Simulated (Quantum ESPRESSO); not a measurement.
WS2, 3 atoms in the cell. Symmetry: R3m, No. 160, trigonal system. The conventional cell has a = 3.158 Å, b = 3.158 Å, c = 18.490 Å, α = 90.00°, β = 90.00°, γ = 120.00°. W (site symmetry 3m) is surrounded by 6 S at 2.39 to 2.42 Å. Around S (site symmetry 3m) lie 3 W at 2.42 Å. S (site symmetry 3m) is surrounded by 3 W at 2.39 Å. Measurements of this composition are mostly on another form, of space group No. 194.

| Quantity | Value |
| --- | --- |
| Program | Quantum ESPRESSO 7.5 |
| Task | phonons |
| Functional | LDA |
| Potentials or basis | PseudoDojo 0.4.1 SR LDA standard |
| Cutoff | 952 eV |
| Density cutoff | 3810 eV |
| k mesh | 4 × 4 × 4, shifted |
| Occupations | fermi-dirac, width 0.05 eV |
| Spin | no spin polarisation |
| Form of the LDA correlation | PW92 |
| Mixing beta | 0.5 |
| Most SCF iterations | 120 |
| SCF threshold | 6e-10 Ry |

Potentials or basis: PseudoDojo 0.4.1 SR LDA standard.

The run is started by

```bash
$ OMP_NUM_THREADS=1 pw.x -in pw.in > pw.out
$ OMP_NUM_THREADS=1 pw.x -in relax.in > relax.out
$ OMP_NUM_THREADS=1 pw.x -in gamma.in > gamma.out
$ OMP_NUM_THREADS=1 pw.x -in scf2.in > scf2.out
$ OMP_NUM_THREADS=1 ph.x -in ph.in > ph.out
$ OMP_NUM_THREADS=1 dynmat.x -in dynmat.in > dynmat.out
$ OMP_NUM_THREADS=1 dynmat.x -in dynmat_lo.in > dynmat_lo.out
$ OMP_NUM_THREADS=1 pw.x -in relax_v0.99.in > relax_v0.99.out
$ OMP_NUM_THREADS=1 ph.x -in ph_v0.99.in > ph_v0.99.out
```

Hardware: 1 thread of Arm Neoverse V1, on a shared host.

Question: Estimate the wall time of this run.

Answer: Run time: 66 min on 1 thread of Arm Neoverse V1 (shared host), peak memory 0.28 GiB. Counts: scf iterations 98, k pools 1, bands 20, ion steps 5, k points 10, g dense 28431.
